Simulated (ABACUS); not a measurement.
Write the native input for ABACUS 3.10.1 that does the following.

| Quantity | Value |
| --- | --- |
| Task | relaxation of cell and atoms |
| Functional | rPW86PBE |
| Potentials or basis | SG15 ONCV 1.2 PBE |
| Cutoff | 857 eV |
| Density cutoff | 3429 eV |
| Basis | plane waves |
| k mesh | 7 × 7 × 7 |
| Occupations | fermi-dirac, width 0.05 eV |
| Spin | no spin polarisation |
| Max steps of the relaxation | 60 |
| Force threshold | 0.02 eV/Å |
| Optimiser | cg |
| Stress threshold | 0.5 kbar |
| Radial cutoff of the potentials (pseudo_rcut) | 10 bohr |
| SCF threshold on the density | 1e-08 |
| Max SCF steps | 100 |
| Eigensolver | dav |
| Mixing | broyden |
| Mixing share | 0.7 |
| Symmetry key | 1 |
| Bands | 11 |

Crystal: Pb.

```
Pb
1.0
     0.00000    2.47502    2.47502
     2.47502    0.00000    2.47502
     2.47502    2.47502    0.00000
Pb
1
Cartesian
  0.0000 0.0000 0.0000
```

One way to write it, as run:

INPUT

```
INPUT_PARAMETERS
suffix              Pb
calculation         cell-relax
basis_type          pw
pseudo_dir          ./
symmetry            1
dft_functional      GGA_X_RPW86+GGA_C_PBE
ecutwfc             63
pseudo_rcut         10
nspin               1
nbands              11
ks_solver           dav
smearing_method     fd
smearing_sigma      0.00367493
scf_thr             1e-08
scf_nmax            100
mixing_type         broyden
mixing_beta         0.7
cal_force           1
cal_stress          1
relax_nmax          60
force_thr_ev        0.02
relax_method        cg
out_stru            1
stress_thr          0.5
kpar                4
```

STRU

```
ATOMIC_SPECIES
Pb 207.2000 Pb_ONCV_PBE-1.2.upf

LATTICE_CONSTANT
1.8897261246

LATTICE_VECTORS
0.0000000000 2.4750200000 2.4750200000
2.4750200000 0.0000000000 2.4750200000
2.4750200000 2.4750200000 0.0000000000

ATOMIC_POSITIONS
Direct

Pb
0.0
1
0.0000000000 0.0000000000 0.0000000000 1 1 1
```

KPT

```
K_POINTS
0
Gamma
7 7 7 0 0 0
```

Potentials or basis: SG15 ONCV 1.2 PBE, plane waves.

Launch:

```bash
$ OMP_NUM_THREADS=1 mpirun -np 4 abacus > log
```

Results of the run:

```
Relaxed volume                         : 34.03 Å³/atom
Relaxed cell                           : a = 3.637 Å, b = 3.637 Å, c = 3.637 Å, α = 60.00°, β = 60.00°, γ = 60.00°
Space group after relaxing (to 0.05 Å) : Fm-3m (No. 225)
Energy gained by relaxing              : 58.2 meV/atom
Ionic steps                            : 3
Pressure after relaxing                : 0.0 GPa
Band gap on the k mesh                 : none (metal or under the smearing width)
```

Caveat: the potentials were made for another functional, which shifts forces and pressure; the volume moved by +12 % from the deposited cell, more than functionals usually miss.

Run time: 3.9 s on 4 MPI ranks on AMD EPYC 9R14 (Zen 4) (shared host), peak memory 0.36 GiB a rank.
